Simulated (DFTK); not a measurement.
Crystal: Sc.

```
Sc
1.0
     0.00000    2.26000    2.26000
     2.26000    0.00000    2.26000
     2.26000    2.26000    0.00000
Sc
1
Direct
  0.00000 0.00000 0.00000
```

This isn't the form of Sc at room conditions, which is hcp.

```yaml
Program: DFTK 0.8.2
Task: single point
Functional: PBE
Potentials_or_basis: dojo.nc.sr.pbe.v0_4_1.standard.upf (PBE)
Cutoff: 1061 eV
k_mesh: 10 × 10 × 10
Occupations: fermi-dirac, width 0.05 eV
Spin: no spin polarisation
```

On this cell: pressure 3.8 GPa; band gap on the k mesh none (metal or under the smearing width).

The same run follows on a disturbed copy (cell strained at random at fixed volume):

```
Sc
1.0
    -0.01168    2.25030    2.29529
     2.24844   -0.02351    2.30712
     2.21212    2.22582    0.01281
Sc
1
Direct
  0.99182 0.00078 0.99550
```

Q: What changes?

A: The energy (extrapolated to zero smearing) moves by +2.5 meV/atom; pressure 3.8 GPa; band gap on the k mesh none (metal or under the smearing width).

Stress tensor (GPa, compression positive):
```
 4.05  0.90 -0.42
 0.90  3.93 -0.01
-0.42 -0.01  3.40
```
